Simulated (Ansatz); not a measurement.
CdS (wurtzite), relaxed with r2SCAN in the PAW code Ansatz. Space group P6_3mc (No. 186), hexagonal; conventional cell a = 4.165 Å, c = 6.766 Å, 25.41 Å³ an atom. Around Cd lie 4 S at 2.54–2.55 Å; around S lie 4 Cd at 2.54–2.55 Å.

The axes x, y and z are those of this cell:
```
CELL_PARAMETERS angstrom
4.16460 0.00000 0.00000
-2.08230 3.60665 0.00000
0.00000 0.00000 6.76601
ATOMIC_POSITIONS crystal
Cd 0.33333 0.66667 0.99904
Cd 0.66667 0.33333 0.49904
S 0.33333 0.66667 0.37596
S 0.66667 0.33333 0.87596
```

Unstrained: The PBE gap is direct at Γ: 1.173 eV. r2SCAN gives a direct gap of 1.632 eV at Γ. The HSE06 gap is direct at Γ: 2.190 eV. Meshes: PBE 12×12×4, r2SCAN 12×12×4, HSE06 6×6×4. Strains are changes of length per length. After each strain the atoms were relaxed again with r2SCAN within the symmetry that the strain leaves, so tilts or polar shifts that break it weren't tested; points keep the names that they have in the unstrained zone. The values are computed, spin-unpolarised, and not measurements.

(1) Apply isotropic -1.5 % on every length. How far does the gap move, against the unstrained cell?

(2) Estimate what uniaxial +4.0 % along x, other directions held does to the gap.

(3) For epitaxial -0.5 % in the xy plane, how far does the free direction move, and what happens to the gap?

(4) For epitaxial +1.5 % in the xy plane, how far does the free direction move, and what happens to the gap?

(5) Order the strained cells by their HSE06 gap, smallest first.
A. epitaxial +1.5 % in the xy plane
B. epitaxial -0.5 % in the xy plane
C. uniaxial +4.0 % along x, other directions held
D. isotropic -1.5 % on every length

Results:

(1) PBE: the gap goes from 1.173 to 1.277 eV (+0.104 eV); with r2SCAN the top three valence levels at Γ, grouped 2+1 from the top over 38 meV, become 2+1 over 47 meV. r2SCAN: the gap goes from 1.632 to 1.743 eV (+0.111 eV). HSE06: the gap goes from 2.190 to 2.309 eV (+0.119 eV). The r2SCAN energy rises by 10.1 meV an atom.

(2) PBE: the gap goes from 1.173 to 1.045 eV (-0.128 eV); with r2SCAN the top three valence levels at Γ, grouped 2+1 from the top over 38 meV, become 1+1+1 over 116 meV. r2SCAN: the gap goes from 1.632 to 1.500 eV (-0.132 eV). HSE06: the gap goes from 2.190 to 2.048 eV (-0.142 eV). The r2SCAN energy rises by 10.4 meV an atom.

(3) The normal strain at zero normal stress is +0.46 %, 0.93 of the in-plane strain with the sign turned. PBE: the gap goes from 1.173 to 1.167 eV (-0.006 eV); with r2SCAN the top three valence levels at Γ, grouped 2+1 from the top over 38 meV, become 2+1 over 71 meV. r2SCAN: the gap goes from 1.632 to 1.626 eV (-0.006 eV). HSE06: the gap goes from 2.190 to 2.186 eV (-0.004 eV).

(4) The normal strain at zero normal stress is -1.43 %, 0.95 of the in-plane strain with the sign turned. PBE: the gap goes from 1.173 to 1.132 eV (-0.041 eV); with r2SCAN the top three valence levels at Γ, grouped 2+1 from the top over 38 meV, become 1+2 over 46 meV. r2SCAN: the gap goes from 1.632 to 1.592 eV (-0.040 eV). HSE06: the gap goes from 2.190 to 2.143 eV (-0.047 eV).

(5) C (2.05 eV), A (2.14 eV), B (2.19 eV), D (2.31 eV).

The runs are scalar-relativistic, without spin-orbit coupling.

The meshes of the hybrids are coarse, so their gaps aren't converged to the digits shown.

The splittings at Γ are without spin-orbit coupling, which regroups them where it is of like size or larger.
